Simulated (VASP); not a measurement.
Write the native input for VASP 6.6.1 that does the following.

```
Task                   : relaxation of cell and atoms
Functional             : r2SCAN
Potentials or basis    : VASP PAW PBE potentials, release 64 (Ba_sv, Zr_sv, S)
Cutoff                 : 600 eV
k mesh                 : 4 × 4 × 4
Occupations            : gaussian, width 0.03 eV
Spin                   : no spin polarisation
Further INCAR settings : ALGO = Normal; EDIFF = 1e-07; IBRION = 2; EDIFFG = -0.005; NSW = 90; ISIF = 3
```

The structure of BaZrS3 lies in POSCAR:

```
BaZrS3                                  
1.0
    7.1287056727      0.0000000000      0.0000000000
    0.0000000000     10.0422239290      0.0000000000
   -0.0000000000      0.0000000000      7.0612220028
  Ba              Zr              S             
     4     4    12
Direct
     0.0432966631391079    0.2500000000000000    0.0089754777839260
     0.4567033368608922    0.7500000000000000    0.5089754777839260
     0.5432966631391078    0.2500000000000000    0.4910245222160740
     0.9567033368608922    0.7500000000000000    0.9910245222160740
     0.0000000000000000    0.0000000000000000    0.5000000000000000
     0.5000000000000000    0.0000000000000000    0.0000000000000000
     0.5000000000000000    0.5000000000000000    0.0000000000000000
     0.0000000000000000    0.5000000000000000    0.5000000000000000
     0.9947589214627768    0.2500000000000000    0.5605950118265689
     0.5052410785372232    0.7500000000000000    0.0605950118265689
     0.4947589214627768    0.2500000000000000    0.9394049881734311
     0.0052410785372231    0.7500000000000000    0.4394049881734310
     0.2134464257557200    0.9682629713013622    0.7864498028711826
     0.2865535742442801    0.0317370286986378    0.2864498028711825
     0.7134464257557199    0.5317370286986378    0.7135501971288174
     0.7865535742442801    0.4682629713013622    0.2135501971288174
     0.7865535742442801    0.0317370286986378    0.2135501971288174
     0.7134464257557199    0.9682629713013622    0.7135501971288174
     0.2865535742442801    0.4682629713013622    0.2864498028711825
     0.2134464257557200    0.5317370286986378    0.7864498028711826
```

The cell is a database's computed one.

The input as run:

INCAR

```
  PREC = Accurate
  ENCUT = 600
  EDIFF = 1E-7
  ISMEAR = 0
  SIGMA = 0.03
  LREAL = False
  LASPH = True
  NELM = 80
  ALGO = Normal
  ISIF = 3
  LWAVE = False
  LCHARG = False
  METAGGA = R2SCAN
  LMIXTAU = True
  IBRION = 2
  NSW = 90
  EDIFFG = -0.005
  KPAR = 4
```

KPOINTS

```
Automatic mesh
0
Gamma
  4 4 4
```

Potentials or basis: VASP PAW PBE potentials, release 64 (Ba_sv, Zr_sv, S).

The run is started by

```bash
$ cat potpaw_PBE.64/Ba_sv/POTCAR potpaw_PBE.64/Zr_sv/POTCAR potpaw_PBE.64/S/POTCAR > POTCAR
$ mpirun -np 4 vasp_std > vasp.out
```

Results of the run:

```json
{
 "Energy gained by relaxing": "0.0 meV/atom",
 "Ionic steps": "4",
 "Pressure after relaxing": "0.0 GPa",
 "Largest force after relaxing": "0.004 eV/Å",
 "Band gap on the k mesh": "1.34 eV, indirect (least direct gap 1.35 eV)"
}
```

Caveat: the PAW data sets were made with another functional, which shifts forces and pressure a little; spin-orbit coupling is left out, which moves the levels of the heavy elements.

Run time: 72 min on 4 MPI ranks on AMD EPYC 9R45 (Zen 5), on a shared host, peak memory 1.5 GiB a rank.
